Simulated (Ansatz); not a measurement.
**Ru: frozen-core PAW against all-electron methods**

```xyz
2
Lattice="2.7326 0.0000 0.0000 -1.3663 2.3665 0.0000 0.0000 0.0000 4.3243" Properties=species:S:1:pos:R:3 pbc="T T T"
Ru    0.0000    1.5777    1.0811
Ru    1.3663    0.7888    3.2432
```

Atom numbers follow the list: Ru1, Ru2.

The conventional cell has a = 2.733 Å, b = 2.733 Å, c = 4.324 Å, α = 90.00°, β = 90.00°, γ = 120.00°. Around Ru (atom 1) lie 12 Ru at 2.68 to 2.73 Å.

The cell is COD entry 9017842, as deposited and not checked against the literature; nothing was relaxed. The listed cell was then made from it by scaling, straining or moving an atom.

All numbers are computed: DFT, PBE, PAW with Ansatz's default frozen-core files, scalar-relativistic (Ansatz 0.2.0); DFT, PBE, all-electron LAPW, scalar-relativistic (Ansatz 0.2.0).

For PAW: a Γ-centred 14×14×8 k mesh, Fermi–Dirac smearing of 0.03 eV, cutoff 420 eV, no spin polarisation. LAPW targets a basis error of 0.5 meV/atom. The Ansatz runs share mesh, smearing and spin set-up. Plane-wave (PAW) pressures include the program's estimate of the Pulay term.

Stress and pressure are positive in compression.

The change that made this cell: volume scaled by 1.03.

PAW results:

```tsv
quantity	PAW
pressure (GPa)	-4.65
stress xx (GPa)	-3.96
stress zz (GPa)	-6.04
```

Problem. What does full-potential LAPW give for the same quantities?

Solution. 
| quantity | LAPW |
| --- | --- |
| pressure (GPa) | -4.71 |
| stress xx (GPa) | -4.01 |
| stress zz (GPa) | -6.11 |
